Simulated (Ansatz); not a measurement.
Crystal: SnTe.

```
Te Sn
1.0
     0.00000    3.61115    3.61115
     3.61115    0.00000    3.61115
     3.61115    3.61115    0.00000
Te Sn
1 1
Direct
  0.25000 0.25000 0.25000
  0.00000 0.00000 0.00000
```

Measurements of this composition are mostly on another form, of space group No. 225.

```yaml
Program: Ansatz 0.2.0
Task: single point
Functional: PBE
Potentials_or_basis: all-electron LAPW, scalar-relativistic
Cutoff: 189 eV (chosen from the basis error)
Basis_error_allowed: 0.001 eV/atom
k_mesh: 7 × 7 × 7
Occupations: fermi-dirac, width 0.05 eV
Spin: no spin polarisation
```

On this cell: pressure 0.0 GPa; largest force zero by symmetry; band gap on the k mesh 0.33 eV, indirect (least direct gap 0.83 eV).

The same run follows on a disturbed copy (atoms moved at random, drawn with an rms of 0.05 Å):

```xyz
2
Lattice="0.0000 3.6111 3.6111 3.6111 0.0000 3.6111 3.6111 3.6111 0.0000" Properties=species:S:1:pos:R:3 pbc="T T T"
Te    1.7987    1.7773    1.8345
Sn   -0.0433    0.0023    0.0114
```

Q: What changes?

A: The energy moves by +1.6 meV/atom; pressure 0.0 GPa; largest force 0.125 eV/Å; band gap on the k mesh 0.31 eV, indirect (least direct gap 0.83 eV).

Forces in eV/Å, atoms in the order of the input:
```
Te  -0.089  0.075 -0.046
Sn   0.089 -0.075  0.046
```

Stress tensor (GPa, compression positive):
```
-0.04 -0.11  0.18
-0.11 -0.04 -0.22
 0.18 -0.22 -0.03
```

Caveats: spin-orbit coupling is left out, which moves the levels of the heavy elements; an odd mesh through Γ misses points on the zone boundary, where band edges often lie.
